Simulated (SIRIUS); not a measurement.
Crystal: BaTiO3.

```xyz
5
Lattice="2.8274 1.6324 2.3184 -2.8274 1.6324 2.3184 0.0000 -3.2648 2.3184" Properties=species:S:1:pos:R:3 pbc="T T T"
Ba    0.0000    0.0000    0.0000
Ti    0.0000    0.0000    3.3698
O     1.3885   -0.8017    2.3988
O    -1.3885   -0.8017    2.3988
O     0.0000    1.6033    2.3988
```

| Property | Result |
| --- | --- |
| Program | SIRIUS 7.12.0 |
| Task | relaxation of cell and atoms |
| Functional | PBEsol |
| Dispersion | D4 |
| Potentials or basis | PseudoDojo 0.4.1 PBE standard (scalar relativistic) |
| Cutoff | 1152 eV |
| Density cutoff | 4606 eV |
| k mesh | 3 × 3 × 3 |
| Occupations | fermi-dirac, width 0.05 eV |
| Spin | no spin polarisation |

At the start: pressure -2.3 GPa; volume 12.84 Å³/atom.

Question: How do energy, volume and symmetry change on relaxing?

Answer: Over 6 steps the energy falls by 2.8 meV/atom and the volume is 12.70 Å³/atom (-1.1 %); space group R3m (No. 160, to 0.05 Å).

Step by step:
```
step  energy change (eV)  largest force (eV/Å)  pressure (GPa)  volume (Å³)
   1              0.0000                0.2837           -2.28        64.20
   2             -0.0036                0.2193           -1.89        64.10
   3             -0.0123                0.1405            0.14        63.57
   4             -0.0129                0.1015            0.01        63.58
   5             -0.0140                0.0282           -0.13        63.52
   6             -0.0140                0.0189           -0.09        63.50
```

Final structure:
```
CELL_PARAMETERS angstrom
2.81685 1.62631 2.31030
-2.81685 1.62631 2.31030
0.00000 -3.25261 2.31030
ATOMIC_POSITIONS crystal
Ba 0.99611 0.99611 0.99611
Ti 0.48199 0.48199 0.48199
O 0.51189 0.01733 0.51189
O 0.01733 0.51189 0.51189
O 0.51189 0.51189 0.01733
```

Caveat: the k mesh is coarse (spacing up to 0.52 Å⁻¹), so the values aren't converged; this release of the barium file is off; the potentials were made for another functional, which shifts forces and pressure.
